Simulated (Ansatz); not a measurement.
Set up this calculation in Ansatz 0.2.0, as the native input.

```
Task                                : band structure
Functional                          : PBE0
Potentials or basis                 : Ansatz PAW
Cutoff                              : 420 eV (not typed: the program's choice for these potentials)
k mesh                              : 5 × 5 × 1
Occupations                         : fermi-dirac, width 0.05 eV
Spin                                : no spin polarisation
Path                                : [["G", "M", "K", "G", "A", "L", "H", "A"], ["L", "M"], ["K", "H"]]
Points for each segment of the path : 4
```

Slab: WS2, a slab with vacuum.

```xyz
3
Lattice="3.1835 0.0000 0.0000 -1.5918 2.7570 0.0000 0.0000 0.0000 16.9506" Properties=species:S:1:pos:R:3 pbc="T T T"
W     0.0000    0.0000    0.0000
S     0.0000    1.8380    1.5595
S     0.0000    1.8380   15.3911
```

One way to write it, as run:

input.yaml

```yaml
crystal:
  lattice:
    - [3.1835163552, 0.0, 0.0]
    - [-1.5917581776, 2.7570060369, 0.0]
    - [0.0, 0.0, 16.95057789]
  atoms:
    - { symbol: W, position: [0.0, 0.0, 0.0] }
    - { symbol: S, position: [0.3333333333, 0.6666666667, 0.09200051] }
    - { symbol: S, position: [0.3333333333, 0.6666666667, 0.90799949] }
hamiltonian:
  xc: pbe0
  pseudopotentials: { kind: paw }
kpoints:
  mp_grid: { grid: [5, 5, 1] }
  band_path:
    path:
      - [[0.0, 0.0, 0.0], [0.5, 0.0, 0.0], [0.3333333333, 0.3333333333, 0.0], [0.0, 0.0, 0.0], [0.0, 0.0, 0.5], [0.5, 0.0, 0.5], [0.3333333333, 0.3333333333, 0.5], [0.0, 0.0, 0.5]]
      - [[0.5, 0.0, 0.5], [0.5, 0.0, 0.0]]
      - [[0.3333333333, 0.3333333333, 0.0], [0.3333333333, 0.3333333333, 0.5]]
    npoints: 4
scf:
  occupations: { method: fermi_dirac, width: 0.05 }
  n_extra_bands: 7
output:
  forces: true
  stress: true
  eigenvalues: true
  fatbands: false
```

Potentials or basis: Ansatz PAW.

Run with:

```sh
$ ansatz run input.yaml --threads 2 --pin off --max-ram 5632MiB --backend cpu --events-out ev --progress --plain --runs-dir out
```

Results of the run:

| Quantity | Value |
| --- | --- |
| Largest force | 0.216 eV/Å |
| Band gap along the path | 2.81 eV, direct |

Caveat: the k mesh is coarse (spacing up to 0.46 Å⁻¹), so the values aren't converged, least of all with exact exchange; spin-orbit coupling is left out, which moves the levels of the heavy elements; the PAW data sets come from PBE, with cores solved anew for the run's functional, which leaves a small shift of forces and pressure.

It took 83 s on 2 threads of Intel(R) Xeon(R) 6975P-C (Granite Rapids), on a shared host, peak memory 1 GiB.
